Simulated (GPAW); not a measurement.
Input of a GPAW 26.7.0 run:

run.py

```python
from ase.dft.bandgap import bandgap
from ase.io import read, write
from ase.units import GPa
from gpaw import GPAW, PW

atoms = read('KCl.xyz')

calc = GPAW(mode=PW(500),
            xc='PBE',
            kpts={'size': (6, 6, 6), 'gamma': True},
            occupations={'name': 'fermi-dirac', 'width': 0.05},
            nbands=16,
            convergence={'density': 1e-05, 'energy': 1e-05},
            maxiter=80,
            txt='gpaw.txt')
atoms.calc = calc
energy = atoms.get_potential_energy()
forces = atoms.get_forces()
stress = atoms.get_stress()
calc.write('gs.gpw')
write('result.traj', atoms)
print(f'Energy: {energy:.6f} eV')
print('Forces (eV/A):')
print(forces.round(4))
print('Stress (GPa):', (stress / GPa).round(3))
print('Fermi level:', round(calc.get_fermi_level(), 4), 'eV')
print(f'Gap: {bandgap(calc)[0]:.4f} eV, direct: {bandgap(calc, direct=True)[0]:.4f} eV')
```

File KCl.xyz:

```xyz
2
Lattice="0.0000000000 3.1464700000 3.1464700000 3.1464700000 0.0000000000 3.1464700000 3.1464700000 3.1464700000 0.0000000000" Properties=species:S:1:pos:R:3 pbc="T T T"
K      0.0000000000      0.0000000000      0.0000000000
Cl     3.1464700000      3.1464700000      3.1464700000
```

Potentials or basis: GPAW PAW data sets (gpaw-data 1.2.1), pw.

Command:

```sh
$ OMP_NUM_THREADS=1 python run.py
```

**Question.** Predict the band gap on the k mesh.

**Answer.** 5.19 eV, direct.

**Question.** Estimate the pressure.

**Answer.** 0.5 GPa.

Caveat: the cutoff is short for stress and forces, so pressures can be off by a GPa or more.

**Measured values to compare with.**

A printed reference work, monograph reports, for a bulk crystal of KCl: band gap 8.68 eV.

A measured gap of KCl is 8.68 eV (a printed reference work, monograph); the calculated 5.19 eV misses it by -3.49 eV. The value is that of PBE, without temperature or zero-point motion. Semilocal functionals fall short of measured gaps as a rule.
